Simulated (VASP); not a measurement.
# AlAs (F-43m) in VASP: settings compared, part 2 of 2

VASP 6.6.1.

### Step 3. G0W0 quasiparticle levels, PBE

POSCAR

```
AlAs
1.0
    0.0000000000      2.8304000000      2.8304000000
    2.8304000000      0.0000000000      2.8304000000
    2.8304000000      2.8304000000      0.0000000000
As Al
1 1
Direct
    0.7500000000      0.7500000000      0.7500000000
    0.0000000000      0.0000000000      0.0000000000
```

INCAR.step1

```
SYSTEM = AlAs
PREC = Accurate
ENCUT = 450
EDIFF = 1E-8
ISMEAR = 0
SIGMA = 0.01
LREAL = .FALSE.
LASPH = .TRUE.
NELM = 100
ALGO = Normal
LWAVE = .TRUE.
LCHARG = .FALSE.
GGA = PE
```

INCAR.step2

```
SYSTEM = AlAs
PREC = Accurate
ENCUT = 450
EDIFF = 1E-8
ISMEAR = 0
SIGMA = 0.01
LREAL = .FALSE.
LASPH = .TRUE.
NELM = 1
ALGO = Exact
LWAVE = .TRUE.
LCHARG = .FALSE.
GGA = PE
NBANDS = 212
LOPTICS = .TRUE.
ISTART = 1
```

INCAR.step3

```
SYSTEM = AlAs
PREC = Accurate
ENCUT = 450
EDIFF = 1E-8
ISMEAR = 0
SIGMA = 0.01
LREAL = .FALSE.
LASPH = .TRUE.
ALGO = EVGW0
LWAVE = .FALSE.
LCHARG = .FALSE.
GGA = PE
NELMGW = 1
NBANDS = 212
ENCUTGW = 160
NOMEGA = 50
PRECFOCK = Fast
ISTART = 1
NBANDSGW = 12
```

KPOINTS

```
regular mesh
0
G
  4 4 4
  0 0 0
```

Potentials or basis: VASP PAW PBE potentials, release 64 (As_GW, Al_GW).

Run with:

```
cat potpaw_PBE.64/As_GW/POTCAR potpaw_PBE.64/Al_GW/POTCAR > POTCAR
cp INCAR.step1 INCAR
mpirun -np 1 vasp_std > vasp.out
cp INCAR.step2 INCAR
mpirun -np 1 vasp_std > vasp.out
cp INCAR.step3 INCAR
mpirun -np 1 vasp_std > vasp.out
```

OUTCAR:

```text
SYSTEM = AlAs
   PREC = Accurate
   ENCUT = 450
   EDIFF = 1E-8
   ISMEAR = 0
   LREAL = .FALSE.
   LASPH = .TRUE.
   GGA = PE
   NELMGW = 1
   ENCUTGW = 160
   PRECFOCK = Fast
   ISTART = 1

 ion  position               nearest neighbor table
   1  0.750  0.750  0.750-   2 2.45   2 2.45   2 2.45   2 2.45
[... 183 lines left out ...]
      2       3.4649       2.8057     -12.1426     -11.2821     -13.3000       0.7660       2.0000       0.0573
      3       3.4649       2.8057     -12.1426     -11.2821     -13.3000       0.7660       2.0000       0.0573
      4       3.4649       2.8057     -12.1426     -11.2821     -13.3000       0.7660       2.0000       0.0573
      5       5.5055       5.8666      -9.4664      -9.9365      -5.5075       0.7681       0.0000      -0.0822
      6       7.7235       7.8573      -8.9686      -9.1458      -4.5570       0.7554       0.0000      -0.1005
      7       7.7235       7.8573      -8.9686      -9.1458      -4.5570       0.7554       0.0000      -0.1005
      8       7.7235       7.8573      -8.9686      -9.1458      -4.5570       0.7554       0.0000      -0.1005
      9      12.3166      12.2360      -7.6253      -7.5191      -2.2453       0.7583       0.0000      -0.2922
     10      12.4506      12.5367      -8.9659      -9.0816      -3.6739       0.7437       0.0000      -0.2297
     11      12.4506      12.5367      -8.9659      -9.0816      -3.6739       0.7437       0.0000      -0.2297
     12      14.8750      14.7521      -7.7843      -7.6193      -2.0067       0.7443       0.0000      -0.5227
[... 100 lines left out ...]
      1      -6.3874      -6.8699     -12.5359     -11.8435     -17.8754       0.6968       2.0000       0.8090
      2      -1.6464      -2.3433     -11.0157     -10.0210     -14.0544       0.7006       2.0000       0.2068
      3       0.2748      -0.4851     -10.9072      -9.8699     -12.9861       0.7326       2.0000       0.0988
      4       0.6250      -0.1094     -10.7806      -9.7870     -12.6226       0.7392       2.0000       0.0817
      5       7.7783       7.7538      -8.8742      -8.8421      -4.6366       0.7616       0.0000      -0.1004
      6       9.0912       9.3250      -9.7017     -10.0145      -4.9608       0.7474       0.0000      -0.1320
      7       9.1392       9.2965      -8.7110      -8.9223      -3.7270       0.7446       0.0000      -0.1562
      8       9.4993       9.4790      -8.6240      -8.5970      -3.9522       0.7537       0.0000      -0.1292
      9      14.0554      14.1402      -9.5483      -9.6658      -3.3389       0.7224       0.0000      -0.4900
     10      15.7374      15.8470      -9.9543     -10.1031      -3.7464       0.7372       0.0000      -0.5621
     11      16.0425      16.1120      -9.2847      -9.3790      -2.9936       0.7368       0.0000      -0.6459
     12      17.3597      17.5051      -9.5217      -9.7199      -3.2253       0.7340       0.0000      -0.6810
```

OUTCAR.step1:

```text
SYSTEM = AlAs
   PREC = Accurate
   ENCUT = 450
   EDIFF = 1E-8
   ISMEAR = 0
   LREAL = .FALSE.
   LASPH = .TRUE.
[... 290 lines left out ...]
      4.24560      4.24560      4.24560        -0.000000     -0.000000     -0.000000
      0.00000      0.00000      0.00000         0.000000      0.000000      0.000000
 -----------------------------------------------------------------------------------
    total drift:                                0.000000      0.000000      0.000000

  FREE ENERGIE OF THE ION-ELECTRON SYSTEM (eV)
  ---------------------------------------------------
  free  energy   TOTEN  =        -9.2672745067 eV

  energy  without entropy=       -9.2672745067  energy(sigma->0) =       -9.26727451
```

OUTCAR.step2:

```text
SYSTEM = AlAs
   PREC = Accurate
   ENCUT = 450
   EDIFF = 1E-8
[... 690 lines left out ...]
  --------------------------------------------------------------------------------------------------------------
     0.00000    15.96675    15.96675    15.96675    -0.00000    -0.00000     0.00000
     1.97831    17.71338    17.71338    17.71338    -0.00000    -0.00000     0.00000
     3.95662    27.64272    27.64272    27.64272    -0.00000    -0.00000    -0.00000
     5.93492   -11.03940   -11.03940   -11.03940     0.00000    -0.00000     0.00000
     7.91323    -1.59855    -1.59855    -1.59855    -0.00000    -0.00000    -0.00000
     9.89154    -3.18395    -3.18395    -3.18395    -0.00000    -0.00000     0.00000
[... 92 lines left out ...]
   193.87416     0.99204     0.99204     0.99204     0.00000     0.00000    -0.00000
   195.85247     0.99220     0.99220     0.99220     0.00000     0.00000    -0.00000
```

It took 97 s on 1 thread of Intel Xeon Platinum 8488C (Sapphire Rapids), shared host; peak memory 0.44 GiB.

What came out:

| Item | Value |
| --- | --- |
| Band gap on the k mesh, mean-field level | 1.41 eV, indirect (least direct gap 2.04 eV) |
| Quasiparticle gap | 2.03 eV |
| Least direct quasiparticle gap | 3.06 eV |

Levels at points of the mesh, in eV from the valence-band top:
```csv
k point,band 2,band 3,band 4,band 5,band 6,band 7
"(0.00, 0.00, 0.00)",0.00,0.00,0.00,2.04,4.26,4.26
"(0.50, 0.00, 0.00)",-5.59,-0.83,-0.83,2.12,4.65,4.65
"(0.50, 0.50, 0.00)",-5.45,-2.19,-2.19,1.41,2.27,10.31
```

Caveat: the k mesh is coarse (spacing up to 0.48 Å⁻¹), so the values aren't converged; bands, screening cutoff and mesh are small and nothing is extrapolated, so the quasiparticle values aren't converged. A k mesh can miss the band edges.
